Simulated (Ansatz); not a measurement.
# PbS: do energies and stresses tell the same story?

Computed with Ansatz, DFT PBE+D3(BJ), scalar-relativistic, plane waves, PAW.

Cutoff 420 eV; k points 12×12×12 on the computed 2-atom cell (Γ-centred); Gaussian smearing, width 0.10 eV; no spin polarisation.

Relaxed cell: P-6m2, a = 4.009 Å, b = 4.009 Å, c = 3.770 Å, α = 90.00°, β = 90.00°, γ = 120.00°, 2 atoms in the primitive cell. This form isn't the usual stable structure of the compound.

Energies at zero smearing and pressures from the stress tensor, at volumes with shape and atoms relaxed:
| V (Å³/atom) | E − E(first) (meV/atom) | P (GPa) |
| --- | --- | --- |
| 23.088 | 0.00 | 7.79 |
| 23.875 | -31.89 | 5.29 |
| 24.663 | -52.54 | 3.29 |
| 25.450 | -64.67 | 1.60 |
| 26.237 | -68.59 | 0.00 |
| 27.024 | -65.11 | -1.38 |
| 27.811 | -55.41 | -2.55 |
| 28.860 | -34.36 | -3.76 |

Task: Check P = −dE/dV between neighbouring volumes, and get the bulk modulus from the pressures alone.

Result: With 1 eV/Å³ = 160.2 GPa:
```
middle V (Å³/atom)  −ΔE/ΔV (GPa) mean P (GPa)
            23.482         6.491         6.536
            24.269         4.203         4.285
            25.056         2.469         2.443
            25.843         0.799         0.799
            26.630        -0.709        -0.692
            27.417        -1.974        -1.967
            28.336        -3.214        -3.155
```

The two differ by 0.08 GPa at most. The mean of two end pressures misses the average over a step by about ΔV² P″/12, up to 0.06 GPa here; with that taken off 0.06 GPa remains. The stress is the derivative of the free energy, not of the energy at zero smearing, and with free energies 0.03 GPa remains. Around V = 26.237 Å³/atom, the two neighbours give B = −V ΔP/ΔV = 26.237 × 2.98 / 1.574 = 49.7 GPa, against B0 = 48.1 GPa from the Birch–Murnaghan fit of the energies.

Spin–orbit coupling is left out, which can shift energies with elements as heavy as these.

Cost: 9 runs of about 6.5 core-minutes in all, on Arm Neoverse V2 (shared hosts).